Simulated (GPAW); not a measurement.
TiAl3:

```
Ti Al
1.0
     3.95567    0.00000    0.00000
     0.00000    3.95567    0.00000
     0.00000    0.00000    3.95567
Ti Al
1 3
Direct
  0.00000 0.00000 0.00000
  0.00000 0.50000 0.50000
  0.50000 0.00000 0.50000
  0.50000 0.50000 0.00000
```

The cell comes from a database or a generator and needn't be the stable form of this composition.

| Item | Value |
| --- | --- |
| Program | GPAW 26.7.0 |
| Task | relaxation of cell and atoms |
| Functional | PBEsol |
| Dispersion | D3 |
| Potentials or basis | PAW data sets generated in the run's folder for this functional |
| Cutoff | 600 eV |
| Basis | pw |
| k mesh | 7 × 7 × 7 |
| Occupations | fermi-dirac, width 0.05 eV |
| Spin | no spin polarisation |

At the start: pressure -3.2 GPa; volume 15.47 Å³/atom.

Question: How do energy, volume and symmetry change on relaxing?

Answer: Over 3 steps the energy falls by 4.0 meV/atom and the volume is 15.01 Å³/atom (-3.0 %); space group Pm-3m (No. 221, to 0.05 Å).

The path:
```tsv
step	energy change (eV)	largest force (eV/Å)	pressure (GPa)	volume (Å³)
1	0.0000	0.0000	-3.23	61.90
2	-0.0037	0.0000	-2.88	61.69
3	-0.0160	0.0000	0.10	60.05
```

Final structure:
```cif
data_structure
_symmetry_space_group_name_H-M 'P 1'
_symmetry_Int_Tables_number 1
_cell_length_a 3.9159
_cell_length_b 3.9159
_cell_length_c 3.9159
_cell_angle_alpha 90.000
_cell_angle_beta 90.000
_cell_angle_gamma 90.000
_cell_volume 60.05
loop_
_atom_site_label
_atom_site_type_symbol
_atom_site_fract_x
_atom_site_fract_y
_atom_site_fract_z
_atom_site_occupancy
Ti1 Ti 0.00000 0.00000 0.00000 1
Al1 Al 0.00000 0.50000 0.50000 1
Al2 Al 0.50000 0.00000 0.50000 1
Al3 Al 0.50000 0.50000 0.00000 1
```

Caveat: later steps reuse the first step's grids; pairwise dispersion overbinds metals, which lowers pressure and volume.
